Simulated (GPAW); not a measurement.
A run of GPAW 26.7.0 is set up as follows.

Contents of run.py:

```python
from ase import Atoms
from ase.calculators.mixing import SumCalculator
from ase.filters import FrechetCellFilter
from ase.io import write
from ase.optimize import FIRE
from dftd3.ase import DFTD3
from gpaw import GPAW, PW

atoms = Atoms(['Zr', 'Zr'],
              cell=[[3.232, 0.0, 0.0],
                    [-1.616, 2.798994105, 0.0],
                    [0.0, 0.0, 5.147]],
              scaled_positions=[[0.6666666667, 0.3333333333, 0.75],
                                [0.3333333333, 0.6666666667, 0.25]],
              pbc=True)

calc = GPAW(mode=PW(600),
            xc='MGGA_X_R2SCAN+MGGA_C_R2SCAN',
            kpts={'size': (7, 7, 4), 'gamma': True},
            occupations={'name': 'fermi-dirac', 'width': 0.05},
            nbands=24,
            convergence={'density': 1e-05, 'energy': 1e-05},
            maxiter=150,
            txt='gpaw.txt')
atoms.calc = SumCalculator([calc, DFTD3(method='r2scan', damping='d3bj')])
opt = FIRE(FrechetCellFilter(atoms), trajectory='relax.traj', logfile='-')
done = opt.run(fmax=0.05, steps=100)
calc.write('gs.gpw')
write('result.traj', atoms)
print('Converged:', done)
print('Cell:', atoms.cell.cellpar().round(4))
print('Volume:', round(atoms.get_volume(), 4))
print(atoms.get_scaled_positions().round(5))
```

Potentials or basis: GPAW PAW data sets (gpaw-data 1.2.1), pw.

Command:

```sh
$ OMP_NUM_THREADS=1 python run.py
```

Question: Predict the relaxed volume.

Answer: 23.05 Å³/atom.

Question: What does it give for the space group after relaxing (to 0.05 Å)?

Answer: P6_3/mmc (No. 194).

Question: What does it give for the relaxed cell?

Answer: a = 3.223 Å, b = 3.223 Å, c = 5.127 Å, α = 90.00°, β = 90.00°, γ = 120.00°.

Final structure:
```cif
data_structure
_symmetry_space_group_name_H-M 'P 1'
_symmetry_Int_Tables_number 1
_cell_length_a 3.2226
_cell_length_b 3.2226
_cell_length_c 5.1266
_cell_angle_alpha 90.000
_cell_angle_beta 90.000
_cell_angle_gamma 120.000
_cell_volume 46.11
loop_
_atom_site_label
_atom_site_type_symbol
_atom_site_fract_x
_atom_site_fract_y
_atom_site_fract_z
_atom_site_occupancy
Zr1 Zr 0.66667 0.33333 0.75000 1
Zr2 Zr 0.33333 0.66667 0.25000 1
```

Caveat: later steps reuse the first step's grids; the PAW data sets were made with another functional, which shifts forces and pressure a little; pairwise dispersion overbinds metals, which lowers pressure and volume.
